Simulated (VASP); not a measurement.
# CaF2 (Fm-3m) in VASP: notebook

The runs below take CaF2 through relaxation of cell and atoms, with PBEsol, LDA, PBE.

All numbers are computed with VASP 6.6.1; they aren't measurements. Logs are shortened: lines on timing, memory, paths and dates and some standing lists are left out, and cuts for length are marked.

## (1) Starting point

It takes space group Fm-3m (No. 225, cubic). The conventional cell has a = 5.463 Å, b = 5.463 Å, c = 5.463 Å, α = 90.00°, β = 90.00°, γ = 90.00°. Ca (site symmetry m-3m) is surrounded by 8 F at 2.37 Å. Around F (site symmetry -43m) lie 4 Ca at 2.37 Å.

## (2) Relaxation of cell and atoms, PBEsol

File INCAR:

```
SYSTEM = CaF2
PREC = Accurate
ENCUT = 600
EDIFF = 1E-7
ISMEAR = 0
SIGMA = 0.02
LREAL = .False.
LASPH = .True.
NELM = 60
ALGO = Normal
ISIF = 3
LWAVE = .False.
LCHARG = .False.
GGA = PS
IBRION = 2
NSW = 90
EDIFFG = -0.005
```

File KPOINTS:

```
Automatic mesh
0
Gamma
  8 8 8
  0 0 0
```

File POSCAR:

```
CaF2
1.0
    0.0000000000      2.7316045000      2.7316045000
    2.7316045000      0.0000000000      2.7316045000
    2.7316045000      2.7316045000      0.0000000000
Ca F
1 2
Direct
    0.0000000000      0.0000000000      0.0000000000
    0.2500000000      0.2500000000      0.2500000000
    0.7500000000      0.7500000000      0.7500000000
```

Potentials or basis: VASP PAW PBE potentials, release 64 (Ca_sv, F).

Run with:

```bash
> cat potpaw_PBE.64/Ca_sv/POTCAR potpaw_PBE.64/F/POTCAR > POTCAR
> mpirun -np 1 vasp_std > vasp.out
```

OUTCAR:

```text
SYSTEM = CaF2
   PREC = Accurate
   ENCUT = 600
   EDIFF = 1E-7
   ISMEAR = 0
   LREAL = .False.
   LASPH = .True.
   NELM = 60
   ISIF = 3
   GGA = PS
   IBRION = 2
   NSW = 90
   EDIFFG = -0.005

 ion  position               nearest neighbor table
   1  0.000  0.000  0.000-   2 2.37   3 2.37   3 2.37   3 2.37   3 2.37   2 2.37   2 2.37   2 2.37

   2  0.250  0.250  0.250-   1 2.37   1 2.37   1 2.37   1 2.37
   3  0.750  0.750  0.750-   1 2.37   1 2.37   1 2.37   1 2.37

  LATTYP: Found a face centered cubic cell.
 ALAT       =     5.4632090000

  Lattice vectors:

 A1 = (   0.0000000000,   2.7316045000,   2.7316045000)
 A2 = (   2.7316045000,   0.0000000000,   2.7316045000)
 A3 = (   2.7316045000,   2.7316045000,   0.0000000000)

Analysis of symmetry for initial positions (statically):
=====================================================================
 Subroutine PRICEL returns:
 Original cell was already a primitive cell.

 Routine SETGRP: Setting up the symmetry group for a
 face centered cubic supercell.

 Subroutine GETGRP returns: Found 48 space group operations
 (whereof 48 operations were pure point group operations)
 out of a pool of 48 trial point group operations.

The static configuration has the point symmetry O_h .

Analysis of symmetry for dynamics (positions and initial velocities):
=====================================================================
 Subroutine PRICEL returns:
 Original cell was already a primitive cell.

 Routine SETGRP: Setting up the symmetry group for a
 face centered cubic supercell.

 Subroutine GETGRP returns: Found 48 space group operations
 (whereof 48 operations were pure point group operations)
 out of a pool of 48 trial point group operations.

The dynamic configuration has the point symmetry O_h .

 Subroutine INISYM returns: Found 48 space group operations
 (whereof 48 operations are pure point group operations),
[... 620 lines left out ...]
  -------------------------------------------------------------------------------------
  Total       -0.4453499     -0.4453499     -0.4453499     -0.0000000      0.0000000      0.0000000
  in kB      -17.5036448    -17.5036448    -17.5036448     -0.0000000      0.0000000      0.0000000
  external PRESSURE =     -17.5036448 kB  Pullay stress =       0.0000000 kB

 VOLUME and BASIS-vectors are now :
 -----------------------------------------------------------------------------
  energy-cutoff  :      600.00
  volume of cell :       40.76
      direct lattice vectors                 reciprocal lattice vectors
     0.000000000  2.731604500  2.731604500    -0.183042604  0.183042604  0.183042604
     2.731604500  0.000000000  2.731604500     0.183042604 -0.183042604  0.183042604
     2.731604500  2.731604500  0.000000000     0.183042604  0.183042604 -0.183042604

 POSITION                                       TOTAL-FORCE (eV/Angst)
 -----------------------------------------------------------------------------------
      0.00000      0.00000      0.00000         0.000000      0.000000     -0.000000
      1.36580      1.36580      1.36580         0.000000      0.000000      0.000000
      4.09741      4.09741      4.09741        -0.000000     -0.000000     -0.000000
 -----------------------------------------------------------------------------------
    total drift:                                0.000000     -0.000000      0.000000

  FREE ENERGIE OF THE ION-ELECTRON SYSTEM (eV)
  ---------------------------------------------------
  free  energy   TOTEN  =       -17.9023866816 eV

  energy  without entropy=      -17.9023866816  energy(sigma->0) =      -17.90238668

--------------------------------------- Ionic step        2  -------------------------------------------

 number of electron      23.9999987 magnetization

 Free energy of the ion-electron system (eV)
  ---------------------------------------------------
  ext. energy  EPLUGINS =         0.00000000
  ---------------------------------------------------
  free energy    TOTEN  =       -17.90716263 eV

  energy without entropy =      -17.90716263  energy(sigma->0) =      -17.90716263

 E-fermi :  -0.8286     XC(G=0): -10.0057

 val. band max:       -0.9734418060   @ k =   0.5000   0.5000   0.0000
 cond. band min:       6.2411865994   @ k =   0.0000   0.0000   0.0000
 fundamental gap:      7.2146284054
 Fermi energy:        -0.8286064688

 k-point     1 :       0.0000    0.0000    0.0000
  band No.  band energies     occupation
      1     -36.6845      2.00000
      2     -20.8479      2.00000
      3     -20.0253      2.00000
      4     -17.7091      2.00000
      5     -17.7091      2.00000
      6     -17.7091      2.00000
[... 435 lines left out ...]
      5     -17.5438      2.00000
      6     -17.2735      2.00000
[... 8 lines left out ...]
     15       8.9699      0.00000
     16       9.4317      0.00000

 [... further k-points ...]

------------------------ aborting loop because EDIFF is reached ----------------------------------------

  FORCE on cell =-STRESS in cart. coord.  units (eV):
  Direction    XX          YY          ZZ          XY          YZ          ZX
  --------------------------------------------------------------------------------------
  -------------------------------------------------------------------------------------
  Total        0.0066478      0.0066478      0.0066478      0.0000000     -0.0000000      0.0000000
  in kB        0.2669750      0.2669750      0.2669750      0.0000000     -0.0000000      0.0000000
  external PRESSURE =       0.2669750 kB  Pullay stress =       0.0000000 kB

 VOLUME and BASIS-vectors are now :
 -----------------------------------------------------------------------------
  energy-cutoff  :      600.00
  volume of cell :       39.90
      direct lattice vectors                 reciprocal lattice vectors
    -0.000000000  2.712041785  2.712041785    -0.184362941  0.184362941  0.184362941
     2.712041785  0.000000000  2.712041785     0.184362941 -0.184362941  0.184362941
     2.712041785  2.712041785  0.000000000     0.184362941  0.184362941 -0.184362941

 POSITION                                       TOTAL-FORCE (eV/Angst)
 -----------------------------------------------------------------------------------
      2.71204      0.00000      2.71204         0.000000      0.000000      0.000000
      1.35602      1.35602      1.35602        -0.000000     -0.000000     -0.000000
      4.06806      4.06806      4.06806         0.000000     -0.000000      0.000000
 -----------------------------------------------------------------------------------
    total drift:                                0.000000     -0.000000      0.000000

  FREE ENERGIE OF THE ION-ELECTRON SYSTEM (eV)
  ---------------------------------------------------
  free  energy   TOTEN  =       -17.9071626335 eV

  energy  without entropy=      -17.9071626335  energy(sigma->0) =      -17.90716263

 reached required accuracy - stopping structural energy minimisation
```

OSZICAR:

```text
N       E                     dE             d eps       ncg     rms          rms(c)
DAV:   1     0.239372328775E+03    0.23937E+03   -0.15120E+04   928   0.171E+03
DAV:   2    -0.821840839450E+01   -0.24759E+03   -0.24354E+03  1192   0.414E+02
DAV:   3    -0.185770537054E+02   -0.10359E+02   -0.10351E+02  1000   0.948E+01
[... 19 lines left out ...]
DAV:   6    -0.179071576517E+02   -0.25439E-03   -0.35722E-04  1584   0.152E-01    0.220E-02
DAV:   7    -0.179071598555E+02   -0.22038E-05   -0.20660E-05  1192   0.588E-02    0.433E-03
DAV:   8    -0.179071624289E+02   -0.25734E-05   -0.25384E-06  1336   0.177E-02    0.964E-04
DAV:   9    -0.179071626145E+02   -0.18556E-06   -0.70924E-08   672   0.279E-03    0.303E-04
DAV:  10    -0.179071626335E+02   -0.19000E-07   -0.12276E-08   536   0.101E-03
   2 F= -.17907163E+02 E0= -.17907163E+02  d E =-.477595E-02
```

Run time: 22 s. Hardware: 1 thread of AMD EPYC 9R45 (Zen 5), shared host; peak memory 0.17 GiB.

What came out:

* Free energy: -17.9072 eV
* Relaxed volume: 13.30 Å³/atom
* Relaxed cell: a = 3.835 Å, b = 3.835 Å, c = 3.835 Å, α = 60.00°, β = 60.00°, γ = 60.00°
* Space group after relaxing (to 0.05 Å): Fm-3m (No. 225)
* Energy gained by relaxing: 1.6 meV/atom
* Ionic steps: 2
* Pressure after relaxing: 0.0 GPa
* Band gap on the k mesh: 7.21 eV, indirect (least direct gap 7.48 eV)

The path:
| step | energy change (eV) | largest force (eV/Å) | pressure (GPa) | volume (Å³) |
| --- | --- | --- | --- | --- |
| 1 | 0.0000 | 0.0000 | -1.75 | 40.76 |
| 2 | -0.0048 | 0.0000 | 0.03 | 39.90 |

Final structure:
```
CELL_PARAMETERS angstrom
0.00000 2.71204 2.71204
2.71204 0.00000 2.71204
2.71204 2.71204 0.00000
ATOMIC_POSITIONS crystal
Ca 0.00000 0.00000 0.00000
F 0.25000 0.25000 0.25000
F 0.75000 0.75000 0.75000
```

Levels at points of the mesh, in eV from the valence-band top:
```csv
k point,band 8,band 9,band 10,band 11,band 12,band 13,band 14,band 15,band 16
"(0.00, 0.00, 0.00)",-2.21,-2.21,-0.26,-0.26,-0.26,7.21,9.20,9.20,11.39
"(0.50, 0.00, 0.00)",-1.59,-1.34,-1.28,-0.86,-0.86,9.44,9.44,9.84,10.64
"(0.50, 0.50, 0.00)",-1.70,-1.70,-0.38,-0.38,0.00,8.08,9.59,10.19,11.00
```

Caveat: the PAW data sets were made with another functional, which shifts forces and pressure a little. A k mesh can miss the band edges.

## (3) Relaxation of cell and atoms, LDA

Edit INCAR of step 2 so:

```diff
@@ -13,3 +13,2 @@
 LCHARG = .False.
-GGA = PS
 IBRION = 2
```

KPOINTS is that of step 2.

POSCAR is that of step 2.

Potentials or basis: VASP PAW LDA potentials, release 64 (Ca_sv, F).

Run with:

```bash
> cat potpaw_LDA.64/Ca_sv/POTCAR potpaw_LDA.64/F/POTCAR > POTCAR
> mpirun -np 1 vasp_std > vasp.out
```

Run time: 25 s. Hardware: 1 thread of AMD EPYC 9R45 (Zen 5), shared host; peak memory 0.15 GiB.

It converged, with:

```
Free energy                            : -19.0207 eV
Relaxed volume                         : 12.64 Å³/atom
Relaxed cell                           : a = 3.771 Å, b = 3.771 Å, c = 3.771 Å, α = 60.00°, β = 60.00°, γ = 60.00°
Space group after relaxing (to 0.05 Å) : Fm-3m (No. 225)
Energy gained by relaxing              : 19.9 meV/atom
Ionic steps                            : 3
Pressure after relaxing                : 0.0 GPa
Band gap on the k mesh                 : 7.34 eV, indirect (least direct gap 7.61 eV)
```

The path:
```
step  energy change (eV)  largest force (eV/Å)  pressure (GPa)  volume (Å³)
   1              0.0000                0.0000           -6.24        40.76
   2             -0.0592                0.0000            0.53        37.72
   3             -0.0596                0.0000            0.01        37.91
```

Final structure:
```yaml
crystal:
  lattice:
    - [0.00000, 2.66628, 2.66628]
    - [2.66628, 0.00000, 2.66628]
    - [2.66628, 2.66628, 0.00000]
  atoms:
    - { symbol: Ca, position: [0.00000, 0.00000, 0.00000] }
    - { symbol: F, position: [0.25000, 0.25000, 0.25000] }
    - { symbol: F, position: [0.75000, 0.75000, 0.75000] }
```

Levels at points of the mesh, in eV from the valence-band top:
```tsv
k point	band 10	band 11	band 12	band 13	band 14	band 15
(0.00, 0.00, 0.00)	-0.27	-0.27	-0.27	7.34	9.30	9.30
(0.50, 0.00, 0.00)	-1.36	-0.90	-0.90	9.56	9.56	10.13
(0.50, 0.50, 0.00)	-0.42	-0.42	0.00	8.05	9.85	10.40
```

A k mesh can miss the band edges. Zero-point motion and thermal expansion aren't in these numbers.

## (4) Relaxation of cell and atoms, PBE

Edit INCAR of step 3 so:

```diff
@@ -13,2 +13,3 @@
 LCHARG = .False.
+GGA = PE
 IBRION = 2
```

KPOINTS is that of step 3.

POSCAR is that of step 3.

Potentials or basis: VASP PAW PBE potentials, release 64 (Ca_sv, F).

Run with:

```bash
> cat potpaw_PBE.64/Ca_sv/POTCAR potpaw_PBE.64/F/POTCAR > POTCAR
> mpirun -np 1 vasp_std > vasp.out
```

It took 23 s on 1 thread of AMD EPYC 9R45 (Zen 5), shared host; peak memory 0.16 GiB.

The run converged. Its results:

* Free energy: -17.3420 eV
* Relaxed volume: 13.97 Å³/atom
* Relaxed cell: a = 3.899 Å, b = 3.899 Å, c = 3.899 Å, α = 60.00°, β = 60.00°, γ = 60.00°
* Space group after relaxing (to 0.05 Å): Fm-3m (No. 225)
* Energy gained by relaxing: 2.7 meV/atom
* Ionic steps: 2
* Pressure after relaxing: 0.0 GPa
* Band gap on the k mesh: 7.11 eV, indirect (least direct gap 7.36 eV)

The path:
| step | energy change (eV) | largest force (eV/Å) | pressure (GPa) | volume (Å³) |
| --- | --- | --- | --- | --- |
| 1 | 0.0000 | 0.0000 | 2.29 | 40.76 |
| 2 | -0.0080 | 0.0000 | -0.02 | 41.92 |

Final structure:
```
CELL_PARAMETERS angstrom
0.00000 2.75725 2.75725
2.75725 0.00000 2.75725
2.75725 2.75725 0.00000
ATOMIC_POSITIONS crystal
Ca 0.00000 0.00000 0.00000
F 0.25000 0.25000 0.25000
F 0.75000 0.75000 0.75000
```

Levels at points of the mesh, in eV from the valence-band top:
```csv
k point,band 9,band 10,band 11,band 12,band 13,band 14,band 15,band 16
"(0.00, 0.00, 0.00)",-2.02,-0.25,-0.25,-0.25,7.11,9.05,9.05,11.00
"(0.50, 0.00, 0.00)",-1.26,-1.20,-0.82,-0.82,9.25,9.25,9.56,10.59
"(0.50, 0.50, 0.00)",-1.60,-0.35,-0.35,0.00,8.03,9.35,9.93,10.67
```

A k mesh can miss the band edges. PBE usually gives volumes a little too large and moduli too small.

## (5) The runs side by side

| level | potentials or basis | gap on the mesh (eV) | pressure (GPa) | relaxed volume (Å³/atom) |
| --- | --- | --- | --- | --- |
| PBEsol | VASP PAW PBE potentials, release 64 (Ca_sv, F) | 7.21 | 0.0 | 13.30 |
| LDA | VASP PAW LDA potentials, release 64 (Ca_sv, F) | 7.34 | 0.0 | 12.64 |
| PBE | VASP PAW PBE potentials, release 64 (Ca_sv, F) | 7.11 | 0.0 | 13.97 |

Alike in all rows: task relaxation of cell and atoms; no spin polarisation; cell relaxed; k mesh 8 × 8 × 8; cutoff (eV) 600; smearing gaussian 0.02 eV.

Caveats: the PAW data sets were made with another functional, which shifts forces and pressure a little (some runs).

Absolute energies hang on the potentials; compare differences alone.
